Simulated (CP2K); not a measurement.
Here is a CP2K 2026.2 calculation.

The input al_bands.inp:

```
&GLOBAL
  PROJECT al_bands
  RUN_TYPE ENERGY_FORCE
  PRINT_LEVEL LOW
&END GLOBAL
&FORCE_EVAL
  METHOD QS
  STRESS_TENSOR ANALYTICAL
  &DFT
    BASIS_SET_FILE_NAME BASIS_MOLOPT_UZH
    POTENTIAL_FILE_NAME POTENTIAL_UZH
    &MGRID
      CUTOFF 450
      REL_CUTOFF 60
      NGRIDS 5
    &END MGRID
    &QS
      METHOD GPW
      EPS_DEFAULT 1.0E-9
    &END QS
    &KPOINTS
      SCHEME MONKHORST-PACK 11 11 11
      GAMMA_CENTERED T
      SYMMETRY T
      SYMMETRY_BACKEND SPGLIB
    &END KPOINTS
    &SCF
      SCF_GUESS ATOMIC
      EPS_SCF 1.0E-6
      MAX_SCF 100
      ADDED_MOS 8
      CHOLESKY OFF
      EPS_EIGVAL 1.0E-7
      &DIAGONALIZATION ON
        ALGORITHM STANDARD
      &END DIAGONALIZATION
      &MIXING ON
        METHOD BROYDEN_MIXING
        ALPHA 0.4
        BETA 1.5
        NBUFFER 8
      &END MIXING
      &SMEAR ON
        METHOD FERMI_DIRAC
        ELECTRONIC_TEMPERATURE 580.23
      &END SMEAR
    &END SCF
    &XC
      &XC_FUNCTIONAL
        &GGA_X_PBE_SOL
        &END GGA_X_PBE_SOL
        &GGA_C_PBE_SOL
        &END GGA_C_PBE_SOL
      &END XC_FUNCTIONAL
    &END XC
    &PRINT
      &KPOINTS ON
      &END KPOINTS
      &MULLIKEN ON
      &END MULLIKEN
      &MO ON
        ENERGIES T
        OCCUPATION_NUMBERS T
        &EACH
          QS_SCF 0
        &END EACH
        ADD_LAST NUMERIC
      &END MO
      &BAND_STRUCTURE
        FILE_NAME bands.bs
        ADDED_MOS 2
        &KPOINT_SET
          UNITS B_VECTOR
          NPOINTS 8
          SPECIAL_POINT GAMMA 0.00000000 0.00000000 0.00000000
          SPECIAL_POINT X 0.50000000 0.00000000 0.50000000
          SPECIAL_POINT W 0.50000000 0.25000000 0.75000000
          SPECIAL_POINT K 0.37500000 0.37500000 0.75000000
          SPECIAL_POINT GAMMA 0.00000000 0.00000000 0.00000000
          SPECIAL_POINT L 0.50000000 0.50000000 0.50000000
          SPECIAL_POINT U 0.62500000 0.25000000 0.62500000
          SPECIAL_POINT W 0.50000000 0.25000000 0.75000000
          SPECIAL_POINT L 0.50000000 0.50000000 0.50000000
          SPECIAL_POINT K 0.37500000 0.37500000 0.75000000
        &END KPOINT_SET
        &KPOINT_SET
          UNITS B_VECTOR
          NPOINTS 8
          SPECIAL_POINT U 0.62500000 0.25000000 0.62500000
          SPECIAL_POINT X 0.50000000 0.00000000 0.50000000
        &END KPOINT_SET
      &END BAND_STRUCTURE
    &END PRINT
  &END DFT
  &SUBSYS
    &CELL
      A 2.8635066922 0.0000000000 0.0000000000
      B 1.4317533461 2.4798695393 0.0000000000
      C 1.4317533461 0.8266231798 2.3380434236
      PERIODIC XYZ
    &END CELL
    &COORD
      SCALED
      Al  0.0000000000 0.0000000000 0.0000000000
    &END COORD
    &KIND Al
      BASIS_SET TZVP-MOLOPT-PBE-GTH-q3
      POTENTIAL GTH-PBE-q3
    &END KIND
    &PRINT
      &ATOMIC_COORDINATES ON
      &END ATOMIC_COORDINATES
      &CELL ON
      &END CELL
    &END PRINT
  &END SUBSYS
  &PRINT
    &FORCES ON
    &END FORCES
    &STRESS_TENSOR ON
    &END STRESS_TENSOR
  &END PRINT
&END FORCE_EVAL
```

Potentials or basis: POTENTIAL_UZH Al GTH-PBE-q3; TZVP-MOLOPT-PBE-GTH basis.

Run with:

```sh
$ OMP_NUM_THREADS=1 cp2k.psmp -i al_bands.inp -o al_bands.out
```

(1) Predict the pressure.

(2) What does it give for the band gap on the k mesh?

Answers

(1) -0.7 GPa.

(2) none (metal or under the smearing width).

Caveat: the potentials were made for another functional, which shifts forces and pressure; the basis of atomic orbitals isn't converged, which shifts pressures, moduli and gaps.
